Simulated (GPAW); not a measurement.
Write an ASE script for GPAW 26.7.0 that does the following.

| Property | Result |
| --- | --- |
| Task | relaxation of cell and atoms |
| Functional | PBEsol |
| Potentials or basis | PAW data sets generated in the run's folder for this functional |
| Cutoff | 800 eV |
| Basis | pw |
| k mesh | 10 × 10 × 10 |
| Occupations | fermi-dirac, width 0.05 eV |
| Spin | no spin polarisation |
| Target pressure | 2 GPa |
| Maxiter | 150 |
| Optimizer | BFGS |
| Fmax | 0.02 eV/Å |
| Max steps | 60 |
| Target pressure | 2 GPa |
| Convergence | density=1e-05 forces=0.0001 |

Crystal: BP.

```
P B
1.0
     0.00000    2.26900    2.26900
     2.26900    0.00000    2.26900
     2.26900    2.26900    0.00000
P B
1 1
Direct
  0.75000 0.75000 0.75000
  0.00000 0.00000 0.00000
```

One way to write it, as run:

run.py

```python
from ase import Atoms
from ase.filters import FrechetCellFilter
from ase.io import write
from ase.optimize import BFGS
from ase.units import GPa
from gpaw import GPAW, PW, setup_paths

setup_paths.insert(0, '.')

atoms = Atoms(['P', 'B'],
              cell=[[0.0, 2.269, 2.269],
                    [2.269, 0.0, 2.269],
                    [2.269, 2.269, 0.0]],
              scaled_positions=[[0.75, 0.75, 0.75],
                                [0.0, 0.0, 0.0]],
              pbc=True)

calc = GPAW(mode=PW(800),
            xc='PBEsol',
            kpts={'size': (10, 10, 10), 'gamma': True},
            occupations={'name': 'fermi-dirac', 'width': 0.05},
            nbands=11,
            convergence={'density': 1e-05, 'forces': 0.0001},
            maxiter=150,
            txt='gpaw.txt')
atoms.calc = calc
opt = BFGS(FrechetCellFilter(atoms, scalar_pressure=2 * GPa), trajectory='relax.traj', logfile='-')
done = opt.run(fmax=0.02, steps=60)
calc.write('gs.gpw')
write('result.traj', atoms)
print('Converged:', done)
print('Cell:', atoms.cell.cellpar().round(4))
print('Volume:', round(atoms.get_volume(), 4))
print(atoms.get_scaled_positions().round(5))
```

Potentials or basis: PAW data sets generated in the run's folder for this functional, pw.

Command:

```sh
$ gpaw-setup -f PBEsol B P
$ OMP_NUM_THREADS=1 python run.py
```

Results of the run:

- Relaxed volume: 11.42 Å³/atom
- Relaxed cell: a = 3.185 Å, b = 3.185 Å, c = 3.185 Å, α = 60.00°, β = 60.00°, γ = 60.00°
- Space group after relaxing (to 0.05 Å): F-43m (No. 216)
- Energy change on relaxing (the enthalpy is what falls): +0.4 meV/atom
- Ionic steps: 3
- Pressure after relaxing: 2.1 GPa
- Band gap on the k mesh: 1.11 eV, indirect (least direct gap 3.40 eV)

Caveat: later steps reuse the first step's grids.

Run time: 29 s on 1 thread of Arm Neoverse V2 (shared host), peak memory 0.19 GiB.
